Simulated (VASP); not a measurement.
Data:

```xyz
2
Lattice="2.6582 0.0000 0.0000 0.0000 2.6582 0.0000 0.0000 0.0000 3.6540" Properties=species:S:1:pos:R:3 pbc="T T T"
Co     0.0000     0.0000     0.0000
Pt     1.3291     1.3291     1.8270
```
Starting moments (μB, in the order of the record's atoms Co Pt): 1.8 0.4.

Calculation: PBEsol GGA, VASP's PBE PAW potentials (set 64) (plane waves; VASP). Numerical set-up: 480 eV cut-off, 12×12×10 Γ-centred mesh, first-order Methfessel-Paxton smearing of 0.10 eV, potentials Co Pt.

Problem. The ions, cell shape and volume at an external pressure of 5.0 GPa are relaxed. Which structure does the run end with?

Solution. 
```xyz
2
Lattice="2.6438 0.0000 0.0000 0.0000 2.6438 0.0000 0.0000 0.0000 3.6273" Properties=species:S:1:pos:R:3 pbc="T T T"
Co     0.0000     0.0000     3.6273
Pt     1.3219     1.3219     1.8137
```
Space group P4/mmm (123), at a tolerance of 0.03 Å. The cell ends with 2.20 μB, on the sites 1.81 0.39 μB.

Problem. How do energy and volume change from the first to the last step?

Solution. The energy (σ→0) changes by +3.7 meV/atom and the volume by -1.8 %, in 5 ionic steps.

```json
[
 {"step": "1", "E(σ→0) (eV)": "-14.8454", "max force (eV/Å)": "0.000", "pressure (GPa)": "0.13", "volume (Å³)": "25.82"},
 {"step": "2", "E(σ→0) (eV)": "-14.7719", "max force (eV/Å)": "0.000", "pressure (GPa)": "17.13", "volume (Å³)": "24.38"},
 {"step": "3", "E(σ→0) (eV)": "-14.8383", "max force (eV/Å)": "0.000", "pressure (GPa)": "4.92", "volume (Å³)": "25.36"},
 {"step": "4", "E(σ→0) (eV)": "-14.8380", "max force (eV/Å)": "0.000", "pressure (GPa)": "5.04", "volume (Å³)": "25.36"},
 {"step": "5", "E(σ→0) (eV)": "-14.8381", "max force (eV/Å)": "0.000", "pressure (GPa)": "5.02", "volume (Å³)": "25.35"}
]
```

The compound is CoPt in the L1_0 structure. This run relaxes it under an external pressure of 5 GPa. Symmetry was kept, so distortions that lower it aren't found.
